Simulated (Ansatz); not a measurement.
Ansatz input file:

```yaml
crystal:
  lattice:
    - [3.4757301052, 0.0, 0.0]
    - [-1.7378650526, 3.0100705678, 0.0]
    - [0.0, 0.0, 5.4189044]
  atoms:
    - { symbol: Sb, position: [0.3333333333, 0.6666666667, 0.25] }
    - { symbol: Sb, position: [0.6666666667, 0.3333333333, 0.75] }
basis:
  ecutwfc: 420
kpoints:
  mp_grid: { grid: [12, 12, 8] }
hamiltonian:
  xc: pbe
scf:
  occupations: { method: gaussian, width: 0.1 }
output:
  forces: true
  stress: true
  eigenvalues: true
  populations: true
```

It can be run as
```bash
ansatz run input.yaml --threads 1 --pin off --backend cpu --events-out ev --progress --plain --runs-dir out  # memory cap (--max-ram) not shown
```

These are results of Ansatz 0.2.0, DFT PBE, scalar-relativistic, plane waves, PAW, not measurements.

Part of what the program printed, abridged:

```
Pseudopotentials: kind: paw
Pseudopotential: Sb, paw, valence charge 15, recommended cutoff 420 eV (normal)
Functional definition: PBE
Crystal: 2 atoms, lattice volume = 56.694 Å³
Basis set: ecut = 420 eV, 1093 PW (Γ), exchange–correlation on 48×48×80 points (8 copies of the dense FFT grid, shifted against one another)
Bands: 19, of which v1, the nominal top of the filled ones, is band 15 counted from 1 (14 counted from 0)
Symmetry: 24 space group operations
Space group: P63/mmc (ITA 194), of the structure as read, at distance tolerance 3.8e-5 Å
k-points: 95 of 1152
Initial density: superposition of atomic densities (neutral atoms: chi_scale 0, normalization atom), corrected by the library's trained network
Initial wavefunctions: pseudopotential atomic-orbital guess
Functional: x = pbe(κ = 0.804, μ = 0.21951497), c = pbe(β = 0.06672455)
SCF iter   1: F=—  HF=-12968.400311 eV  |F-HF|=—  |Δ(HF+E_count)|=         —  Δρ=1.29e-3  dr2=5.94e-4  ethr=1.77e-3  ⟨swp⟩=5.7  Hψ=8704  notcnv=0
SCF iter   2: F=—  HF=-12968.399076 eV  |F-HF|=—  |Δ(HF+E_count)|=   1.24e-3  Δρ=8.21e-4  dr2=2.42e-4  ethr=1.98e-6  ⟨swp⟩=2.4  Hψ=3999  notcnv=0
SCF iter   3: F=—  HF=-12968.399200 eV  |F-HF|=—  |Δ(HF+E_count)|=   1.24e-4  Δρ=4.76e-4  dr2=9.07e-5  ethr=8.05e-7  ⟨swp⟩=2.0  Hψ=2430  notcnv=0
SCF iter   4: F=—  HF=-12968.399261 eV  |F-HF|=—  |Δ(HF+E_count)|=   6.15e-5  Δρ=2.09e-4  dr2=1.80e-5  ethr=3.02e-7  ⟨swp⟩=2.1  Hψ=2219  notcnv=0
SCF iter   5: F=—  HF=-12968.399276 eV  |F-HF|=—  |Δ(HF+E_count)|=   1.46e-5  Δρ=7.89e-5  dr2=2.36e-6  ethr=6.00e-8  ⟨swp⟩=2.0  Hψ=2181  notcnv=0
SCF iter   6: F=—  HF=-12968.399276 eV  |F-HF|=—  |Δ(HF+E_count)|=   1.78e-7  Δρ=2.98e-5  dr2=3.24e-7  ethr=7.86e-9  ⟨swp⟩=2.5  Hψ=3236  notcnv=0
SCF iter   7: F=-12968.399275 eV  HF=-12968.399275 eV  |F-HF|=1.75e-9  |Δ(HF+E_count)|=   2.07e-7  Δρ=2.18e-6  dr2=2.33e-9  ethr=3.33e-10  ⟨swp⟩=6.1  Hψ=7502  notcnv=0
SCF 1 converged in 7 iterations: F = -12968.399275 eV  dr2 = 2.33e-9
SCF converged after 7 iterations
Free energy (F): -12968.399275 eV
Harris-Foulkes:  -12968.399275 eV  (|F-HF|=1.75e-9)
Internal energy: -12968.392171 eV  (E = F + TS)
E sigma→0 (E₀):  -12968.395723 eV
Entropy (-TS):   -0.007104 eV (-3.552 meV/atom)
Fermi energy:    10.827558 eV
--- Per-component energies (eV) ---
  E_band       = -311.365209
  E_kinetic    = 411.608836
  E_local      = -2950.439481  (includes V_loc(G=0)·N_el)
  E_nonlocal   = 722.445817
  E_hartree    = 1340.795825
  E_xc         = -276.363748
  E_vxc        = -191.717917  (∫ρ·V_xc dr)
  E_paw        = -9148.435878  (= ΣΔE_a)
  E_vpaw       = -984.850868  (= ΣTr[D̂ρ^β])
  E_aug_tail   = -0.000003  (compensation charges beyond the density's cutoff)
  E_ewald      = -3068.003539
  E_smearing   = -0.007104  (= −TS)
--- Forces (eV/Å), atoms counted from 1 ---
  atom   1  Sb     0.00000000     0.00000000     0.00000000
  atom   2  Sb     0.00000000     0.00000000     0.00000000
--- Stress (GPa, compression-positive) ---
       -2.511103       0.000000       0.000000
        0.000000      -2.511103       0.000000
        0.000000       0.000000      -0.123376
  P = ⅓ Tr σ = -1.7152 GPa (-17.152 kbar)
--- Band table (eV; the first three rows and the last of 95) ---
  k-point 0: bands = ["-18.4289", "-18.4260", "-18.4224", "-18.4224", "-18.4215", "-18.4215", "-18.4177", "-18.4177", "-18.3710", "-18.3710", "-1.6741", "2.2269", "5.4564", "13.7263", "13.7263", "15.4154", "15.4154", "16.4579", "17.8578"]
  k-point 1: bands = ["-18.4288", "-18.4278", "-18.4278", "-18.4261", "-18.4189", "-18.4189", "-18.4141", "-18.4141", "-18.3719", "-18.3719", "-1.5946", "1.8296", "6.0104", "13.7863", "13.7863", "15.3555", "15.3555", "15.7624", "17.9251"]
  k-point 2: bands = ["-18.4310", "-18.4310", "-18.4283", "-18.4263", "-18.4220", "-18.4220", "-18.4049", "-18.4049", "-18.3748", "-18.3748", "-1.3568", "1.0516", "7.2558", "13.9605", "13.9605", "14.1994", "15.1766", "15.1766", "18.1284"]
  k-point 94: bands = ["-18.4390", "-18.4390", "-18.4117", "-18.4117", "-18.3938", "-18.3938", "-18.3929", "-18.3929", "-18.3697", "-18.3697", "2.8836", "2.8836", "6.7341", "6.7341", "7.8843", "7.8843", "14.0690", "14.0690", "18.7137"]
--- Löwdin populations: 2 sites ---
  site symbol q [e]
     0     Sb     14.9456
     1     Sb     14.9456
  spilling = 0.003625 (of n_electrons = 30.000000)
```

Self-consistency was reached.